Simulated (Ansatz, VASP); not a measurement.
## Two plane-wave programs on Cr

```
Cr
1.0
     0.00000    1.78913    1.78913
     1.78913    0.00000    1.78913
     1.78913    1.78913    0.00000
Cr
1
Direct
  0.00000 0.00000 0.00000
```

Alike in both runs: functional PBEsol; k mesh 26 × 26 × 26; occupations gaussian, width 0.1 eV; no spin polarisation.

Ansatz relaxed the structure, and its values are those at the end. VASP's run is a single point on that final structure, the one shown.

```csv
,VASP,Ansatz
version,VASP 6.6.1,Ansatz 0.2.0
potentials or method,"VASP PAW PBE potentials, release 64 (Cr_pv)","scalar-relativistic, plane waves, PAW"
plane-wave cutoff (eV),520,420
valence electrons in the cell,12,14
```

```csv
,VASP,Ansatz,Ansatz less VASP
gap on the k mesh at the Fermi level (eV),none,none,-
pressure (GPa),-0.5,0.0,+0.52
```

A gap of «none» marks a metal or a gap that the smearing closes. The two sets of potentials don't hold the same shells in valence.

Caveats: the PAW data sets were made with another functional, which shifts forces and pressure a little (VASP); the run has no spin polarisation, though such a crystal can be magnetic. Spin polarisation is off, so any magnetic state and its effect on volume and gap are missing.
